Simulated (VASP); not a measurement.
# Ir in VASP: work function with PBEsol

Aim: the work function of Ir with PBEsol.

Everything below comes from runs of VASP 6.6.1. Logs are shortened: lines on timing, memory, paths and dates and some standing lists are left out, and cuts for length are marked.

## 1. Starting point

The cell holds a slab with vacuum, 4 atoms: a = 2.690 Å, b = 2.690 Å, c = 27.869 Å, α = 90.00°, β = 90.00°, γ = 120.00°.

The cell was built by a generator and needn't be a form met in nature.

## 2. Work function, PBEsol

INCAR

```
SYSTEM = Ir
PREC     = Accurate       ! precision mode
ENCUT    = 520            ! plane-wave cutoff, eV
EDIFF    = 1E-6           ! SCF threshold, eV
ISMEAR   = 1              ! smearing method
SIGMA    = 0.1            ! smearing width, eV
LREAL    = .FALSE.        ! projectors in reciprocal space
LASPH    = .TRUE.         ! aspherical terms in the spheres
NELM     = 60             ! most SCF steps
ALGO     = Normal         ! electronic algorithm
ISIF     = 2              ! what is computed and relaxed
LWAVE    = .FALSE.        ! write WAVECAR
LCHARG   = .TRUE.         ! write CHGCAR
LDIPOL   = .TRUE.       
IDIPOL   = 3            
DIPOL    = 0.5 0.5 0.500
GGA      = PS             ! functional
LELF     = .TRUE.         ! ELF
LVHAR    = .TRUE.       
LVACPOTAV= .TRUE.
```

KPOINTS

```
Automatic mesh
0
G
  14 14 1
  0 0 0
```

POSCAR

```
Ir                                      
1.0
    2.6898417900      0.0000000000      0.0000000000
   -1.3449209000      2.3294712900      0.0000000000
    0.0000000000      0.0000000000     27.8685366400
  Ir            
     4
Direct
     0.6666669999999968    0.3333330000000032    0.3821523953746013
     0.3333340000000007    0.6666659999999993    0.4605283693092640
     0.0000000000000000    0.0000000000000000    0.5394716306907359
     0.6666669999999968    0.3333330000000032    0.6178476046253988
```

Potentials or basis: VASP PAW PBE potentials, release 64 (Ir).

Command:

```bash
$ cat potpaw_PBE.64/Ir/POTCAR > POTCAR
$ mpirun -np 1 vasp_std > vasp.out
```

OUTCAR:

```text
SYSTEM = Ir
   PREC = Accurate
   ENCUT = 520
   EDIFF = 1E-6
   ISMEAR = 1
   LREAL = .FALSE.
   LASPH = .TRUE.
   NELM = 60
   ISIF = 2
   GGA = PS

 ion  position               nearest neighbor table
   1  0.667  0.333  0.382-   2 2.68   2 2.68   2 2.68
   2  0.333  0.667  0.461-   1 2.68   1 2.68   1 2.68   3 2.69   3 2.69   3 2.69
   3  0.000  0.000  0.539-   4 2.68   4 2.68   4 2.68   2 2.69   2 2.69   2 2.69
   4  0.667  0.333  0.618-   3 2.68   3 2.68   3 2.68

  LATTYP: Found a hexagonal cell.
 ALAT       =     2.6898417900
 C/A-ratio  =    10.3606601487

  Lattice vectors:

 A1 = (   2.6898417900,   0.0000000000,   0.0000000000)
 A2 = (  -1.3449209000,   2.3294712900,   0.0000000000)
 A3 = (   0.0000000000,   0.0000000000,  27.8685366400)

Analysis of symmetry for initial positions (statically):
=====================================================================
 Subroutine PRICEL returns:
 Original cell was already a primitive cell.

 Routine SETGRP: Setting up the symmetry group for a
 hexagonal supercell.

 Subroutine GETGRP returns: Found 12 space group operations
 (whereof  6 operations were pure point group operations)
 out of a pool of 24 trial point group operations.

The static configuration has the point symmetry C_3v.
 The point group associated with its full space group is D_3d.

Analysis of symmetry for dynamics (positions and initial velocities):
=====================================================================
 Subroutine PRICEL returns:
 Original cell was already a primitive cell.

 Routine SETGRP: Setting up the symmetry group for a
 hexagonal supercell.

 Subroutine GETGRP returns: Found 12 space group operations
 (whereof  6 operations were pure point group operations)
 out of a pool of 24 trial point group operations.

The dynamic configuration has the point symmetry C_3v.
 The point group associated with its full space group is D_3d.

 Subroutine INISYM returns: Found 12 space group operations
 (whereof  6 operations are pure point group operations),
 and found     1 'primitive' translations

----------------------------------------------------------------------------------------

                                     Primitive cell

  volume of cell :     174.6217

  direct lattice vectors                    reciprocal lattice vectors
     2.689841790  0.000000000  0.000000000     0.371769077  0.214640981  0.000000000
    -1.344920900  2.329471290  0.000000000     0.000000000  0.429281960  0.000000000
     0.000000000  0.000000000 27.868536640     0.000000000  0.000000000  0.035882760

  length of vectors
     2.689841790  2.689841765 27.868536640     0.429281955  0.429281960  0.035882760

  position of ions in fractional coordinates (direct lattice)
     0.666667000  0.333333000  0.382152395
     0.333334000  0.666666000  0.460528369
     0.000000000  0.000000000  0.539471631
     0.666667000  0.333333000  0.617847605

  ion indices of the primitive-cell ions
   primitive index   ion index
                 1           1
                 2           2
                 3           3
                 4           4

----------------------------------------------------------------------------------------

 KPOINTS: Automatic mesh

Automatic generation of k-mesh.
 Grid dimensions read from file:
 generate k-points for:   14   14    1

 Generating k-lattice:

  Cartesian coordinates                     Fractional coordinates (reciprocal lattice)
     0.026554934  0.015331499  0.000000000     0.071428571  0.000000000  0.000000000
     0.000000000  0.030662997  0.000000000     0.000000000  0.071428571  0.000000000
     0.000000000  0.000000000  0.035882760     0.000000000  0.000000000  1.000000000

  Length of vectors
     0.030662997  0.030662997  0.035882760

  Shift w.r.t. Gamma in fractional coordinates (k-lattice)
     0.000000000  0.000000000  0.000000000

 Subroutine IBZKPT returns following result:
 ===========================================

 Found     24 irreducible k-points:

 Following reciprocal coordinates:
            Coordinates               Weight
  0.000000  0.000000  0.000000      1.000000
  0.071429 -0.000000  0.000000      6.000000
  0.142857  0.000000  0.000000      6.000000
  0.214286 -0.000000  0.000000      6.000000
  0.285714 -0.000000  0.000000      6.000000
  0.357143 -0.000000  0.000000      6.000000
[... 16 lines left out ...]
  0.285714  0.285714  0.000000      6.000000
  0.357143  0.285714  0.000000      6.000000
   k-points           NKPTS =     24   k-points in BZ     NKDIM =     24   number of bands    NBANDS=     22
   number of dos      NEDOS =    301   number of ions     NIONS =      4
   total plane-waves  NPLWV =  84000
   dimension x,y,z NGX =    20 NGY =   20 NGZ =  210
   dimension x,y,z NGXF=    40 NGYF=   40 NGZF=  420
   ions per type =               4
   NGX,Y,Z   is equivalent  to a cutoff of  12.36, 12.36, 12.53 a.u.
   NGXF,Y,Z  is equivalent  to a cutoff of  24.72, 24.72, 25.05 a.u.
 SYSTEM =  Ir
   PREC   = accura    normal or accurate (medium, high low for compatibility)
   ISTART =      0    job   : 0-new  1-cont  2-samecut
   ICHARG =      2    charge: 1-file 2-atom 10-const
   ISPIN  =      1    spin polarized calculation?
   LNONCOLLINEAR =      F non collinear calculations
   LSORBIT =      F    spin-orbit coupling
   LASPH  =      T    aspherical Exc in radial PAW
   ENCUT  =  520.0 eV  38.22 Ry    6.18 a.u.   5.00  5.00 51.82*2*pi/ulx,y,z
   NELM   =     60;   NELMIN=  2; NELMDL= -5     # of ELM steps
   EDIFF  = 0.1E-05   stopping-criterion for ELM
   LREAL  =      F    real-space projection
   EDIFFG = 0.1E-04   stopping-criterion for IOM
   NSW    =      0    number of steps for IOM
   IBRION =     -1    ionic relax: 0-MD 1-quasi-New 2-CG
   NFREE  =      0    steps in history (QN), initial steepest desc. (CG)
   ISIF   =      2    stress and relaxation
   ISYM   =      2    0-nonsym 1-usesym 2-fastsym
   POTIM  = 0.5000    time-step for ionic-motion
   TEBEG  =    0.0;   TEEND  =   0.0 temperature during run
   PSTRESS=    0.0 pullay stress
   NELECT =      36.0000    total number of electrons
   NUPDOWN=      -1.0000    fix difference up-down
   EMIN   =  10.00;   EMAX   =-10.00  energy-range for DOS
   EFERMI =   0.00;   METHOD = LEGACY
   ISMEAR =     1;   SIGMA  =   0.10  broadening in eV -4-tet -1-fermi 0-gaus
   EFERMI_NEDOS =   21; number of points for ismear=-14 and -15
   IALGO  =     38    algorithm
   IMIX   =      4    mixing-type and parameters
     AMIX     =   0.40;   BMIX     =  1.00
     AMIX_MAG =   1.60;   BMIX_MAG =  1.00
  volume/ion in A,a.u.               =      43.66       294.60
  Fermi-wavevector in a.u.,A,eV,Ry     =   0.967111  1.827574 12.725575  0.935303
  Thomas-Fermi vector in A             =   2.096969
   LORBIT       =      0    0 simple, 1 ext, 2 COOP (PROOUT), +10 PAW based schemes
   GGA     = PS    functional components
   LHFCALC =     F    Hartree Fock is set to
   AEXX    =    0.0000 exact exchange contribution
   IVDW    =     0    specifies the selected vdW correction
   LEPSILON=     F    determine dielectric tensor
   LRPA    =     F    only Hartree local field effects (RPA)
 non-spin polarized calculation
 Methfessel and Paxton  Order N= 1 SIGMA  =   0.10
  energy-cutoff  :      520.00
  volume of cell :      174.62
 maximum number of plane-waves:      4765
 NGX is ok and might be reduce to    20
   NGX =  9   NGY =  9   NGZ =103

 number of electron      35.9999999 magnetization

 dipolmoment           0.000000      0.000000     -0.000000 electrons x Angstroem

 Free energy of the ion-electron system (eV)
  ---------------------------------------------------
  ext. energy  EPLUGINS =         0.00000000
  ---------------------------------------------------
  free energy    TOTEN  =       -37.23691574 eV

  energy without entropy =      -37.23827154  energy(sigma->0) =      -37.23736767

 E-fermi :  -0.5419     XC(G=0):  -5.2498

 val. band max:       -0.6139759701   @ k =   0.2857   0.0714   0.0000
 cond. band min:      -0.5325020128   @ k =   0.2143   0.0714   0.0000
 fundamental gap:      0.0814739573
 Fermi energy:        -0.5418909024

 k-point     1 :       0.0000    0.0000    0.0000
  band No.  band energies     occupation
      1     -11.3610      2.00000
      2      -9.8582      2.00000
      3      -8.6355      2.00000
      4      -8.5824      2.00000
      5      -4.7197      2.00000
      6      -4.5554      2.00000
[... 14 lines left out ...]
     21      -0.3957     -0.05866
     22      -0.3957     -0.05866

 k-point     2 :       0.0714   -0.0000    0.0000
  band No.  band energies     occupation
      1     -11.1577      2.00000
      2      -9.6582      2.00000
      3      -8.4375      2.00000
      4      -8.3725      2.00000
      5      -4.8729      2.00000
      6      -4.8066      2.00000
[... 14 lines left out ...]
     21      -1.0144      2.00000
     22      -0.3942     -0.05738

 k-point     3 :       0.1429    0.0000    0.0000
  band No.  band energies     occupation
      1     -10.5829      2.00000
      2      -9.1125      2.00000
      3      -7.9132      2.00000
      4      -7.7983      2.00000
      5      -5.4006      2.00000
      6      -5.1404      2.00000
[... 14 lines left out ...]
     21      -0.6308      2.01894
     22      -0.3931     -0.05639
[... 476 lines left out ...]
 k-point    23 :       0.2857    0.2857    0.0000
  band No.  band energies     occupation
      1      -7.1744      2.00000
      2      -7.0503      2.00000
      3      -6.6279      2.00000
      4      -6.0955      2.00000
      5      -6.0795      2.00000
      6      -5.8423      2.00000
[... 14 lines left out ...]
     21       3.8577      0.00000
     22       4.7768      0.00000

 k-point    24 :       0.3571    0.2857    0.0000
  band No.  band energies     occupation
      1      -7.0830      2.00000
      2      -6.8785      2.00000
      3      -6.5606      2.00000
      4      -6.2002      2.00000
      5      -6.1629      2.00000
      6      -5.6826      2.00000
[... 14 lines left out ...]
     21       4.9536      0.00000
     22       5.0308      0.00000

------------------------ aborting loop because EDIFF is reached ----------------------------------------

  FORCE on cell =-STRESS in cart. coord.  units (eV):
  Direction    XX          YY          ZZ          XY          YZ          ZX
  --------------------------------------------------------------------------------------
  -------------------------------------------------------------------------------------
  Total       -1.9363108     -1.9363108     -0.0809128      0.0000000      0.0000000     -0.0000000
  in kB      -17.7659074    -17.7659069     -0.7423858      0.0000000      0.0000000     -0.0000000
  external PRESSURE =     -12.0914001 kB  Pullay stress =       0.0000000 kB

 VOLUME and BASIS-vectors are now :
 -----------------------------------------------------------------------------
  energy-cutoff  :      520.00
  volume of cell :      174.62
      direct lattice vectors                 reciprocal lattice vectors
     2.689841790  0.000000000  0.000000000     0.371769077  0.214640981  0.000000000
    -1.344920900  2.329471290  0.000000000     0.000000000  0.429281960  0.000000000
     0.000000000  0.000000000 27.868536640     0.000000000  0.000000000  0.035882760

 POSITION                                       TOTAL-FORCE (eV/Angst)
 -----------------------------------------------------------------------------------
      1.34492      0.77649     10.65003         0.000000     -0.000000      0.009677
      0.00000      1.55298     12.83425         0.000000      0.000000     -0.003690
      0.00000      0.00000     15.03428        -0.000000     -0.000000      0.003690
      1.34492      0.77649     17.21851        -0.000000      0.000000     -0.009677
 -----------------------------------------------------------------------------------
    total drift:                               -0.000308      0.000178      0.000088

  FREE ENERGIE OF THE ION-ELECTRON SYSTEM (eV)
  ---------------------------------------------------
  free  energy   TOTEN  =       -37.2369157374 eV

  energy  without entropy=      -37.2382715351  energy(sigma->0) =      -37.23736767

 vacuum level on the upper side and lower side of the slab         5.126         5.126
```

It took 1.7 min on 1 thread of Intel Xeon Platinum 8259CL at 2.50GHz (Skylake/Cascade Lake), shared host; peak memory 0.3 GiB.

Results:

* Free energy: -37.2369 eV
* Largest force: 0.010 eV/Å
* Band gap on the k mesh: none (metal or under the smearing width)
* Work function of the upper face: 5.67 eV
* Work function of the lower face: 5.67 eV

Forces in eV/Å, atoms in the order of the input:
```
Ir   0.000  0.000  0.010
Ir   0.000  0.000 -0.004
Ir   0.000  0.000  0.004
Ir   0.000  0.000 -0.010
```

Caveat: the PAW data sets were made with another functional, which shifts forces and pressure a little. The run has no spin-orbit coupling, so splittings on Ir are missing.
